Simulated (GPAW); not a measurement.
The system is AlRu.

```
Ru Al
1.0
     2.99160    0.00000    0.00000
     0.00000    2.99160    0.00000
     0.00000    0.00000    2.99160
Ru Al
1 1
Direct
  0.50000 0.50000 0.50000
  0.00000 0.00000 0.00000
```

Base run:

- Program: GPAW 26.7.0
- Functional: revPBE
- Potentials or basis: the program's PAW data sets (release 1.2.1) made for this functional
- Cutoff: 600 eV
- Basis: pw
- k mesh: 9 × 9 × 9
- Occupations: fermi-dirac, width 0.05 eV
- Spin: no spin polarisation

Its results: pressure 6.0 GPa.

Q: After a change of settings the same cell gave: pressure -7.6 GPa. Which change was it?
A. functional from revPBE to r2SCAN; potentials or basis from the program's PAW data sets (release 1.2.1) made for this functional to GPAW PAW data sets (gpaw-data 1.2.1)
B. functional from revPBE to LDA
C. functional from revPBE to AM05; potentials or basis from the program's PAW data sets (release 1.2.1) made for this functional to PAW data sets generated in the run's folder for this functional
D. functional from revPBE to BLYP; potentials or basis from the program's PAW data sets (release 1.2.1) made for this functional to PAW data sets generated in the run's folder for this functional

A: B.

LDA binds more tightly than revPBE, so the same cell stands under less pressure.
